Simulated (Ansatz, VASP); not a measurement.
**Li2S: VASP beside Ansatz**

Contents of INCAR:

```
PREC = Accurate
ENCUT = 520
EDIFF = 1E-7
ISMEAR = 0
SIGMA = 0.05
LREAL = False
LASPH = True
NELM = 60
ALGO = Normal
ISIF = 2
LWAVE = False
LCHARG = False
GGA = PS
NBANDS = 13
```

The input KPOINTS:

```
regular mesh
0
Gamma
  8 8 8
```

Contents of POSCAR:

```
Li2S
1.0
    0.0000000000      2.8540000000      2.8540000000
    2.8540000000      0.0000000000      2.8540000000
    2.8540000000      2.8540000000      0.0000000000
Li S
2 1
Direct
    0.2500000000      0.2500000000      0.2500000000
    0.7500000000      0.7500000000      0.7500000000
    0.0000000000      0.0000000000      0.0000000000
```

Input for Ansatz:

```yaml
crystal:
  lattice:
    - [0.0, 2.854, 2.854]
    - [2.854, 0.0, 2.854]
    - [2.854, 2.854, 0.0]
  atoms:
    - { symbol: Li, position: [0.25, 0.25, 0.25] }
    - { symbol: Li, position: [0.75, 0.75, 0.75] }
    - { symbol: S, position: [0.0, 0.0, 0.0] }
basis:
  ecutwfc: 420
kpoints:
  mp_grid: { grid: [8, 8, 8] }
hamiltonian:
  xc: pbesol
scf:
  occupations: { method: gaussian, width: 0.05 }
output:
  forces: true
  stress: true
  eigenvalues: true
```

Alike in both runs: task single point; functional PBEsol; k mesh 8 × 8 × 8; occupations gaussian, width 0.05 eV; no spin polarisation.

|  | VASP | Ansatz |
| --- | --- | --- |
| version | VASP 6.6.1 | Ansatz 0.2.0 |
| potentials or method | VASP PAW PBE potentials, release 64 (Li_sv, S) | scalar-relativistic, plane waves, PAW |
| plane-wave cutoff (eV) | 520 | 420 |
| valence electrons in the cell | 12 | 12 |

```csv
,VASP,Ansatz,Ansatz less VASP
gap on the k mesh at the Fermi level (eV),3.22,3.22,+0.001
least direct gap on the mesh (eV),4.08,4.07,-0.010
```

The functional is the same, so the differences come from potentials, cutoffs and numerics.

 A k mesh can miss the band edges.
